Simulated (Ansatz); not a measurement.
The system is CsPbCl3.

```xyz
5
Lattice="5.6050 0.0000 0.0000 0.0000 5.6050 0.0000 0.0000 0.0000 5.6050" Properties=species:S:1:pos:R:3 pbc="T T T"
Pb    2.8025    2.8025    2.8025
Cs    0.0000    0.0000    0.0000
Cl    2.8025    0.0000    2.8025
Cl    0.0000    2.8025    2.8025
Cl    2.8025    2.8025    0.0000
```

Base run:

| Property | Result |
| --- | --- |
| Program | Ansatz 0.2.0 |
| Functional | PBE |
| Potentials or basis | Ansatz PAW soft_1 |
| Cutoff | 420 eV |
| Density cutoff | 1680 eV |
| k mesh | 5 × 5 × 5 |
| Occupations | fermi-dirac, width 0.05 eV |
| Spin | no spin polarisation |

Its results: pressure 1.7 GPa.

Question: The run is repeated on the same cell with these changes: functional from PBE to LDA; potentials or basis from Ansatz PAW soft_1 to JTH PAW LDA; cutoff from 420 eV to 1800 eV; density cutoff from 1680 eV to 9000 eV. What comes out?

Answer: Pressure -1.2 GPa.

Not every run made on this cell is shown here.
